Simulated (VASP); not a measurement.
Input of a VASP 6.6.1 run:

INCAR

```
ALGO = Normal
EDIFF = 1E-7
EDIFFG = -0.005
ENCUT = 600
GGA = PS
IBRION = 2
ISIF = 3
ISMEAR = 0
LASPH = T
LCHARG = F
LREAL = F
LWAVE = F
NELM = 100
NSW = 90
PREC = Accurate
SIGMA = 0.02
```

File KPOINTS:

```
k-points
0
Gamma
  6 6 6
```

POSCAR

```
BaTiO3
1.0
    2.8482561200      1.6444414400      2.3355603300
   -2.8482561200      1.6444414400      2.3355603300
    0.0000000000     -3.2888828800      2.3355603300
Ba Ti O
1 1 3
Direct
    0.0001460400      0.0001460400      0.0001460400
    0.5133377100      0.5133377100      0.5133377100
    0.4889503100      0.9797166300      0.4889503100
    0.4889503100      0.4889503100      0.9797166300
    0.9797166300      0.4889503100      0.4889503100
```

Potentials or basis: VASP PAW PBE potentials, release 64 (Ba_sv, Ti_sv, O).

Launch:

```bash
$ cat potpaw_PBE.64/Ba_sv/POTCAR potpaw_PBE.64/Ti_sv/POTCAR potpaw_PBE.64/O/POTCAR > POTCAR
$ mpirun -np 1 vasp_std > vasp.out
```

(1) Estimate the relaxed volume.

(2) What does it give for the space group after relaxing (to 0.05 Å)?

Answers

(1) 12.84 Å³/atom.

(2) R3m (No. 160).

Caveat: the PAW data sets were made with another functional, which shifts forces and pressure a little.
